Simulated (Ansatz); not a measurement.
TiO2:

```
Ti O
1.0
     4.81270    0.00000    0.00000
     0.00000    4.87188    0.00000
    -0.86289    0.00000    4.96659
Ti O
4 8
Direct
  0.27744 0.05281 0.21315
  0.72256 0.55281 0.28685
  0.72256 0.94719 0.78685
  0.27744 0.44719 0.71315
  0.06384 0.17697 0.85156
  0.93616 0.67697 0.64844
  0.93616 0.82303 0.14844
  0.06384 0.32303 0.35156
  0.44536 0.75763 0.46677
  0.55464 0.25763 0.03323
  0.55464 0.24237 0.53323
  0.44536 0.74237 0.96677
```

The cell comes from a database or a generator and needn't be the stable form of this composition.

| Quantity | Value |
| --- | --- |
| Program | Ansatz 0.2.0 |
| Task | relaxation of cell and atoms |
| Functional | r2SCAN |
| Potentials or basis | Ansatz PAW |
| Cutoff | 500 eV (not typed: the program's choice for these potentials) |
| k mesh | 6 × 6 × 6 |
| Occupations | fermi-dirac, width 0.05 eV |
| Spin | no spin polarisation |
| Hubbard terms | Ti d U = 6 eV |

At the start: volume 9.70 Å³/atom.

Q: How do energy, volume and symmetry change on relaxing?

A: It ends after 10 steps and the volume is 9.90 Å³/atom (+2.0 %); space group P2_1/c (No. 14, to 0.05 Å).

The path:
```
step  energy change (eV)  largest force (eV/Å)  volume (Å³)
   1              0.0000                0.5628       116.45
   2             -0.0670                0.3386       118.49
   3             -0.0844                0.2623       119.18
   4             -0.1010                0.0941       119.19
   5             -0.1049                0.0604       118.91
   6             -0.1064                0.0461       118.73
   7             -0.1069                0.0035       118.76
   8             -0.1086                0.0034       118.76
   9             -0.1086                0.0007       118.76
  10             -0.1086                0.0007       118.76
```

Final structure:
```yaml
crystal:
  lattice:
    - [4.86513, 0.00000, 0.01489]
    - [0.00000, 4.89460, 0.00000]
    - [-0.85692, 0.00000, 4.98459]
  atoms:
    - { symbol: Ti, position: [0.27469, 0.04413, 0.20553] }
    - { symbol: Ti, position: [0.72531, 0.54413, 0.29447] }
    - { symbol: Ti, position: [0.72531, 0.95587, 0.79447] }
    - { symbol: Ti, position: [0.27469, 0.45587, 0.70553] }
    - { symbol: O, position: [0.06685, 0.17563, 0.85309] }
    - { symbol: O, position: [0.93315, 0.67563, 0.64691] }
    - { symbol: O, position: [0.93315, 0.82437, 0.14691] }
    - { symbol: O, position: [0.06685, 0.32437, 0.35309] }
    - { symbol: O, position: [0.44660, 0.75641, 0.47211] }
    - { symbol: O, position: [0.55340, 0.25641, 0.02789] }
    - { symbol: O, position: [0.55340, 0.24359, 0.52789] }
    - { symbol: O, position: [0.44660, 0.74359, 0.97211] }
```

Caveat: the plane-wave basis is chosen anew once the cell has moved, so the energies of steps on either side of that aren't comparable; the PAW data sets come from PBE, with cores solved anew for the run's functional, which leaves a small shift of forces and pressure.
